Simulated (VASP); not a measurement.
**HfO2 in VASP: how settings move the LDA relaxation**

Aim: see what changed inputs do to the LDA relaxation of HfO2 in the fluorite structure.

Program: VASP 6.6.1. PAW datasets, plane waves. The values are computed, spin-unpolarised, and not measurements.

## Step 1: Starting point

The cell comes from an earlier relaxation with PBE in another program.

The symmetry is Fm-3m (No. 225, cubic); a = 5.098 Å in the conventional setting, 11.04 Å³ an atom. Near Hf stand 8 O at 2.21 Å; near O stand 4 Hf at 2.21 Å.

The structure in full:

```cif
data_structure
_symmetry_space_group_name_H-M 'P 1'
_symmetry_Int_Tables_number 1
_cell_length_a 3.6046
_cell_length_b 3.6046
_cell_length_c 3.6046
_cell_angle_alpha 60.000
_cell_angle_beta 60.000
_cell_angle_gamma 60.000
_cell_volume 33.12
loop_
_atom_site_label
_atom_site_type_symbol
_atom_site_fract_x
_atom_site_fract_y
_atom_site_fract_z
_atom_site_occupancy
Hf1 Hf 0.00000 0.00000 0.00000 1
O1 O 0.25000 0.25000 0.25000 1
O2 O 0.75000 0.75000 0.75000 1
```

The LDA run on sound settings gave: energy (σ→0) -33.0772 eV, final volume 10.292 Å³/atom.

## Step 2: Variant 1

INCAR reads:

```
SIGMA = 0.020000
EDIFF = 1.00e-07
EDIFFG = -5.00e-03
GGA = CA
PREC = Accurate
IBRION = 2
ISIF = 3
ISMEAR = -1
NBANDS = 18
NSW = 40
LASPH = .TRUE.
LCHARG = .FALSE.
LWAVE = .FALSE.
LREAL = .FALSE.
ENCUT = 700
ISYM = 1
NELM = 97
```

KPOINTS reads:

```
KPOINTS created by Atomic Simulation Environment
0
Gamma
8 8 8
0 0 0
```

POSCAR reads:

```
Hf O
 1.0000000000000000
    -0.0000000000000000    2.5488060283576925    2.5488060283576925
     2.5488060283576925    0.0000000000000000    2.5488060283576925
     2.5488060283576925    2.5488060283576925   -0.0000000000000000
 Hf  O
   1   2
Cartesian
  0.0000000000000000 -0.0000000000000000  0.0000000000000000
  1.2744030141788460  1.2744030141788460  1.2744030141788460
  3.8232090425365381  3.8232090425365381  3.8232090425365390
```

The run uses the recommended LDA PAW datasets (22 valence electrons a neutral cell).

Command:

```console
> mpirun -np 1 vasp_std
```

Q: Predict the outcome of this session. Wanted: for each run, changed; ending; energy change; volume; electronic steps; usable.

As calculated:

| run | changed | ending | energy change (meV/atom) | volume (Å³/atom) | electronic steps | time | usable |
| --- | --- | --- | --- | --- | --- | --- | --- |
| ref. | – | converged | 0 | 10.292 | – | – | yes |
| 1 | ENCUT = 700, ISYM = 1, NELM = 97, mesh 8×8×8 | converged | -5.0 | 10.297 | 61 | 36 s | yes |

The altered input gave usable results. «ENCUT = 700, ISYM = 1, NELM = 97, mesh 8×8×8» moves the energy by -5.0 meV/atom.
